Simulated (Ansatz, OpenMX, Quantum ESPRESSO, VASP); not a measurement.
# Au: 4 runs at one level of theory

```xyz
7
Lattice="2.8226 0.0000 0.0000 -1.4113 2.5559 0.0000 0.0000 0.0000 29.6795" Properties=species:S:1:pos:R:3 pbc="T T T"
Au    0.0000    1.7108    7.5000
Au    1.4113    0.8451    9.9466
Au    0.0000    1.7108   12.3932
Au    1.4113    0.8451   14.8398
Au    0.0000    1.7108   17.2863
Au    1.4113    0.8451   19.7329
Au    0.0000    1.7108   22.1795
```

Alike in all runs: functional PBE; k mesh 11 × 11 × 1; occupations fermi-dirac, width 0.05 eV; no spin polarisation; no spin-orbit coupling.

```
                                         program and potentials  plane-wave cutoff (eV)                                                  notes  largest force (eV/Å)
                                             Ansatz, Ansatz PAW                     420                19 valence electrons an atom on average                 0.157
             Quantum ESPRESSO, PseudoDojo 0.4.1 SR PBE standard                    1034                19 valence electrons an atom on average                 0.143
OpenMX, OpenMX 2013 PBE set, Au7.0-s3p2d2f1, grid cutoff 400 Ry                       -  atomic basis; 17 valence electrons an atom on average                 0.170
                                 VASP, PBE PAW files Au, 520 eV                     520                11 valence electrons an atom on average                 0.150
```

Force on atom 1 (Au), eV/Å:

| program and potentials | x | y | z |
| --- | --- | --- | --- |
| Ansatz, Ansatz PAW | 0.000 | 0.013 | -0.156 |
| Quantum ESPRESSO, PseudoDojo 0.4.1 SR PBE standard | 0.000 | 0.012 | -0.142 |
| OpenMX, OpenMX 2013 PBE set, Au7.0-s3p2d2f1, grid cutoff 400 Ry | -0.001 | 0.017 | -0.169 |
| VASP, PBE PAW files Au, 520 eV | 0.000 | 0.012 | -0.149 |

Rows in atomic bases carry the error of their basis and grid, which can be large.

Differences between rows come from potentials, basis sets and numerical settings, since the functional is the same but for its coding. Runs on potential files found faulty are left out.
